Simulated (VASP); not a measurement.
Runs of VASP 6.6.1 on MgS (Niningerite). Symmetry: Fm-3m, No. 225, cubic system. Conventional cell: a = 5.203 Å, b = 5.203 Å, c = 5.203 Å, α = 90.00°, β = 90.00°, γ = 90.00°. S (site symmetry m-3m) has 6 Mg at 2.60 Å as nearest neighbours. Around Mg (site symmetry m-3m) lie 6 S at 2.60 Å. 

```tsv
potentials or basis	gap on the mesh (eV)	pressure (GPa)	relaxed volume (Å³/atom)
VASP PAW PBE potentials, release 64 (S_h, Mg)	2.88	0.0	17.81
VASP PAW PBE potentials, release 64 (S, Mg)	2.88	0.0	17.81
VASP PAW PBE potentials, release 64 (S_GW, Mg_sv_GW)	2.88	-0.1	(a)
VASP PAW PBE potentials, release 64 (S, Mg_pv)	2.88	0.0	17.90
VASP PAW PBE potentials, release 54 (S, Mg)	2.88	0.0	17.81
VASP PAW PBE potentials, release 64 (S_GW, Mg_GW)	2.88	0.0	17.81
```

Alike in all rows: task relaxation of cell and atoms; level PBE; no spin polarisation; cell relaxed; k mesh 9 × 9 × 9; cutoff (eV) 900; smearing fermi-dirac 0.05 eV.

Question: Estimate the missing entries.

Answer: (a) 17.88.

Caveats: an odd mesh through Γ misses points on the zone boundary, where band edges often lie.

The runs don't all hold the same shells in valence.
